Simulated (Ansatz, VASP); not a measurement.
**Bi: VASP beside Ansatz**

Contents of INCAR:

```
ALGO = Normal
EDIFF = 1E-6
ENCUT = 520
GGA = PE
ISIF = 2
ISMEAR = 0
LASPH = True
LCHARG = True
LELF = True
LREAL = False
LVHAR = True
LWAVE = False
NBANDS = 22
NELM = 60
PREC = Accurate
SIGMA = 0.1
```

The input KPOINTS:

```
k-points
0
Gamma
  6 6 6
```

Contents of POSCAR:

```
Bi
1.0
   -3.1846218074      3.1846218074      1.7372699823
    3.1846218074     -3.1846218074      1.7372699823
    3.1846218074      3.1846218074     -1.7372699823
Bi
2
Direct
    0.0000000000      0.0000000000      0.0000000000
    0.7500000000      0.2500000000      0.5000000000
```

Input for Ansatz:

```yaml
crystal:
  lattice:
    - [-3.1846218074, 3.1846218074, 1.7372699823]
    - [3.1846218074, -3.1846218074, 1.7372699823]
    - [3.1846218074, 3.1846218074, -1.7372699823]
  atoms:
    - { symbol: Bi, position: [0.0, 0.0, 0.0] }
    - { symbol: Bi, position: [0.75, 0.25, 0.5] }
basis:
  ecutwfc: 420
kpoints:
  mp_grid: { grid: [6, 6, 6] }
hamiltonian:
  xc: pbe
scf:
  occupations: { method: gaussian, width: 0.1 }
  lower_state_search: "off"
output:
  forces: true
  stress: true
  eigenvalues: true
```

Alike in both runs: task single point; functional PBE; k mesh 6 × 6 × 6; occupations gaussian, width 0.1 eV; no spin polarisation.

|  | VASP | Ansatz |
| --- | --- | --- |
| version | VASP 6.6.1 | Ansatz 0.2.0 |
| potentials or method | VASP PAW PBE potentials, release 64 (Bi_d) | scalar-relativistic, plane waves, PAW |
| plane-wave cutoff (eV) | 520 | 420 |
| valence electrons in the cell | 30 | 30 |

```csv
,VASP,Ansatz,Ansatz less VASP
gap on the k mesh at the Fermi level (eV),none,none,-
pressure (GPa),-1.4,-1.4,+0.07
largest component of the traceless stress (GPa),0.10,0.09,-0.006
```

A gap of «none» marks a metal or a gap that the smearing closes.

Caveats: spin-orbit coupling is left out, which moves the levels of the heavy elements.
